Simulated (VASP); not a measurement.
# Na: convergence, density of states

Na, Im-3m (no. 229), 1 atom in the cell. PBE; PAW potentials Na_pv (PBE set). VASP 6.6.1.

Wanted: density of states by 0.5 eV bins within 8 %; centre of the states within 12 eV below the valence top within 0.03 eV; states at the Fermi level within 8 %.

What the run is for: density of states; Accuracy asked: standard; k mesh of the density: 10 × 10 × 10.

POSCAR:
```
Na
1.0
   -2.1410000000      2.1410000000      2.1410000000
    2.1410000000     -2.1410000000      2.1410000000
    2.1410000000      2.1410000000     -2.1410000000
Na
1
Direct
    0.0000000000      0.0000000000      0.0000000000
```

The series start from Plane-wave cutoff (eV): 300; k-point mesh: 12 × 12 × 12; Energy points (NEDOS): 2001; Occupations for the DOS: ISMEAR=-5; Electronic threshold (eV): 1e-6; Precision mode (PREC): Accurate. Each series keeps the choices made before it, and each single choice may use up half of a tolerance. Times cover all steps of a run.

## Plane-wave cutoff (eV)

| Plane-wave cutoff (eV) | Density of states by 0.5 eV bins, largest deviation against the largest value | Centre of the states within 12 eV below the valence top (eV) | States at the Fermi level (states/eV/atom) | Time (s) |
|---|---|---|---|---|
| 210 | 0.32 % | -1.246 | 0.5021 | 9.1 |
| 260 | 0.013 % | -1.248 | 0.5017 | 9.5 |
| 300 | 0.013 % | -1.248 | 0.5017 | 9.5 |
| 340 | 0.013 % | -1.248 | 0.5017 | 11 |
| 420 | 0.013 % | -1.248 | 0.5017 | 21 |
| 520 (reference) | 0 % | -1.248 | 0.5017 | 26 |

## k-point mesh

| k-point mesh | Density of states by 0.5 eV bins, largest deviation against the largest value | Centre of the states within 12 eV below the valence top (eV) | States at the Fermi level (states/eV/atom) | Time (s) |
|---|---|---|---|---|
| 5 × 5 × 5 | 24 % | -1.107 | 0.62 | 6.6 |
| 6 × 6 × 6 | 29 % | -1.154 | 0.7339 | 5.9 |
| 8 × 8 × 8 | 22 % | -1.220 | 0.5542 | 6.3 |
| 10 × 10 × 10 | 14 % | -1.238 | 0.518 | 7.4 |
| 12 × 12 × 12 | 8.3 % | -1.246 | 0.5021 | 9.1 |
| 14 × 14 × 14 | 5.5 % | -1.252 | 0.4951 | 12 |
| 18 × 18 × 18 | 1.4 % | -1.254 | 0.4921 | 17 |
| 21 × 21 × 21 (reference) | 0 % | -1.251 | 0.4923 | 24 |

## Energy points (NEDOS)

| Energy points (NEDOS) | Density of states by 0.5 eV bins, largest deviation against the largest value | Centre of the states within 12 eV below the valence top (eV) | States at the Fermi level (states/eV/atom) | Time (s) |
|---|---|---|---|---|
| 301 | 2.5 % | -1.279 | 0.4919 | 15 |
| 501 | 0.35 % | -1.276 | 0.4902 | 15 |
| 1001 | 0.12 % | -1.261 | 0.4915 | 15 |
| 2001 | 0.22 % | -1.254 | 0.4921 | 17 |
| 4001 (reference) | 0 % | -1.250 | 0.4924 | 16 |

## Occupations for the DOS

| Occupations for the DOS | Density of states by 0.5 eV bins, largest deviation against the largest value | Centre of the states within 12 eV below the valence top (eV) | States at the Fermi level (states/eV/atom) | Time (s) |
|---|---|---|---|---|
| ISMEAR=-5 | 0 % | -1.261 | 0.4915 | 15 |
| ISMEAR=-4 | 0 % | -1.261 | 0.4915 | 15 |
| ISMEAR=0 SIGMA=0.05 | 7.6 % | -1.240 | 0.4829 | 12 |
| ISMEAR=0 SIGMA=0.1 | 5.9 % | -1.253 | 0.4798 | 12 |
| ISMEAR=-15 SIGMA=0.025 | 0.014 % | -1.261 | 0.4915 | 16 |
| ISMEAR=1 SIGMA=0.1 | 7.6 % | -1.250 | 0.4928 | 12 |

## Electronic threshold (eV)

| Electronic threshold (eV) | Density of states by 0.5 eV bins, largest deviation against the largest value | Centre of the states within 12 eV below the valence top (eV) | States at the Fermi level (states/eV/atom) | Time (s) |
|---|---|---|---|---|
| 0.001 | 0.041 % | -1.262 | 0.4914 | 14 |
| 0.0001 | 0 % | -1.262 | 0.4914 | 18 |
| 1e-5 | 0 % | -1.262 | 0.4914 | 16 |
| 1e-6 (reference) | 0 % | -1.261 | 0.4915 | 15 |

## Precision mode (PREC)

| Precision mode (PREC) | Density of states by 0.5 eV bins, largest deviation against the largest value | Centre of the states within 12 eV below the valence top (eV) | States at the Fermi level (states/eV/atom) | Time (s) |
|---|---|---|---|---|
| Normal | 0.041 % | -1.262 | 0.4913 | 9.6 |
| Accurate (reference) | 0 % | -1.262 | 0.4914 | 14 |

## Question

The rows run from the loosest to the tightest (no order: occupations for the DOS). For each series: choose the loosest value from which every tighter one stays within half of the tolerance; where there is no order, keep the first row unless others stay within half of the tolerance and take at least 30 % less time, and then take the fastest.

## Answer

- Plane-wave cutoff (eV): 210
- k-point mesh: 18 × 18 × 18
- Energy points (NEDOS): 1001
- Occupations for the DOS: ISMEAR=-5
- Electronic threshold (eV): 0.001
- Precision mode (PREC): Normal

## All choices together

| Input | Density of states by 0.5 eV bins, largest deviation against the largest value | Centre of the states within 12 eV below the valence top (eV) | States at the Fermi level (states/eV/atom) | Time (s) |
|---|---|---|---|---|
| defaults for smearing, thresholds and mesh (naive) | 57 % | -1.371 | 0.8558 | 6.0 |
| chosen settings | 1.5 % | -1.262 | 0.4913 | 9.6 |
| reference settings throughout | 0 % | -1.252 | 0.4916 | 58 |

The tolerance is met.

## The input

INCAR.step1:
```
SYSTEM = Na
GGA = PE
ISMEAR = 1
SIGMA = 0.1
LWAVE = .FALSE.
LCHARG = .TRUE.
NBANDS = 18
PREC = Normal
LASPH = .TRUE.
LREAL = .FALSE.
ALGO = Normal
EDIFF = 0.001
NELM = 120
GGA_COMPAT = .FALSE.
ENCUT = 210
```

INCAR.step2, as INCAR.step1 but for:
```
- ISMEAR = 1
- SIGMA = 0.1
- LCHARG = .TRUE.
+ ISMEAR = -5
+ LCHARG = .FALSE.
+ NEDOS = 1001
+ LORBIT = 11
+ EMIN = -16.8747
+ EMAX = 8.1253
+ ICHARG = 11
```

KPOINTS.step1:
```
k-points
0
Gamma
  10 10 10
```

KPOINTS.step2:
```
Automatic mesh
0
Gamma
  18 18 18
  0 0 0
```

Commands (each step's output is kept before the next begins):
```
cat potpaw_PBE.64/Na_pv/POTCAR > POTCAR
cp INCAR.step1 INCAR
cp KPOINTS.step1 KPOINTS
mpirun -np 1 vasp_std > vasp.out
cp INCAR.step2 INCAR
cp KPOINTS.step2 KPOINTS
mpirun -np 1 vasp_std > vasp.out
```

The chosen input took VASP 6.6.1 9.6 s on 1 core (Intel Xeon 6975P-C (Granite Rapids)), a shared host.

## An input that fails: tetrahedra on too few k points

VASP's message: IBZKPT: tetrahedron method fails for NKPT<4. NKPT = 1.

k mesh: 12 × 12 × 12 becomes 1 × 1 × 1.

Changes against the starting input:
```
(step 2)
- NELM = 120
+ NELM = 87
```
